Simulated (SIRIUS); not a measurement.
I under changes of volume

One of the cells (42.631 Å³/atom); the others are scaled copies at fixed shape and fractional positions:

```
CELL_PARAMETERS angstrom
3.63503 -2.39502 0.00000
3.63503 2.39502 0.00000
0.00000 0.00000 9.79344
ATOMIC_POSITIONS crystal
I 0.64930 0.35070 0.38440
I 0.14930 0.85070 0.11560
I 0.35070 0.64930 0.61560
I 0.85070 0.14930 0.88440
```

* Program: SIRIUS 7.12.0
* Functional: PBEsol
* Potentials or basis: PseudoDojo 0.4.1 PBEsol standard (scalar relativistic)
* Cutoff: 960 eV
* Density cutoff: 3840 eV
* k mesh: 7 × 7 × 3
* Occupations: fermi-dirac, width 0.05 eV
* Spin: no spin polarisation

```tsv
volume (Å³/atom)	energy over the lowest point (meV/atom)	pressure (GPa)	gap on the mesh (eV)	largest force (eV/Å)
40.073	16.38	2.0	1.37	1.436
40.926	7.62	1.3	1.33	1.216
41.778	?	?	?	?
42.631	0.00	0.2	1.25	0.825
43.483	0.41	-0.3	1.20	0.653
44.336	3.19	-0.7	1.16	0.495
45.189	8.09	-1.1	1.12	0.352
```

Question: What does the run at 41.778 Å³/atom give?

Answer: Energy over the lowest point 2.29 meV/atom; pressure 0.7 GPa; gap on the mesh 1.29 eV; largest force 1.013 eV/Å.

Worked out: A Birch-Murnaghan fit of order 3 (a polynomial in V^(-2/3)) to the other rows has its minimum at 42.92 Å³/atom with B0 = V·E''(V) = 24 GPa and B' = 5.1 at fixed shape and positions, which overstates the stiffness. It gives 2.29 meV/atom at 41.778 Å³/atom, against the run's 2.29, and -dE/dV = 0.7 GPa, against 0.7. A straight line through the other rows of the gap, of slope -2.1 eV per unit of ln V, gives 1.29 eV, against the run's 1.29.

Energies are extrapolated to zero smearing.

Caveats: spin-orbit coupling is left out, which moves the levels of the heavy elements; an odd mesh through Γ misses points on the zone boundary, where band edges often lie; forces of over 1 eV/Å show positions far from the minimum, so gaps and moduli don't describe the material at rest (some runs).
